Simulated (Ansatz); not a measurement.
A run of Ansatz 0.2.0 is set up as follows.

input.yaml

```yaml
crystal:
  lattice:
    - [2.4836457705, 0.0, 0.0]
    - [-1.2418228853, 2.1509003313, 0.0]
    - [0.0, 0.0, 4.026195]
  atoms:
    - { symbol: Mn, position: [0.3333333333, 0.6666666667, 0.25], spin: 2.0 }
    - { symbol: Mn, position: [0.6666666667, 0.3333333333, 0.75], spin: 2.0 }
hamiltonian:
  xc: pbesol
  pseudopotentials: { kind: paw }
magnetization:
  spin_polarized: true
  initial_magnetization: 4.0
  spin_locking: { lock_magnetization: hard }
kpoints:
  mp_grid: { grid: [10, 10, 6] }
scf:
  occupations: { method: fermi_dirac, width: 0.05 }
  lower_state_search: "off"
output:
  forces: true
  stress: true
  eigenvalues: true
```

Potentials or basis: Ansatz PAW.

Run with:

```sh
$ ansatz run input.yaml --threads 2 --pin off --max-ram 5632MiB --backend cpu --events-out ev --progress --plain --runs-dir out
```

Q: Predict the pressure.

A: 16.3 GPa.

Stress tensor (GPa, compression positive):
```
14.13  0.00  0.00
 0.00 14.13  0.00
 0.00  0.00 20.70
```

Caveat: the total moment is fixed, so each spin has its own Fermi level; the PAW data sets come from PBE, with cores solved anew for the run's functional, which leaves a small shift of forces and pressure; the thresholds are loose for stress.
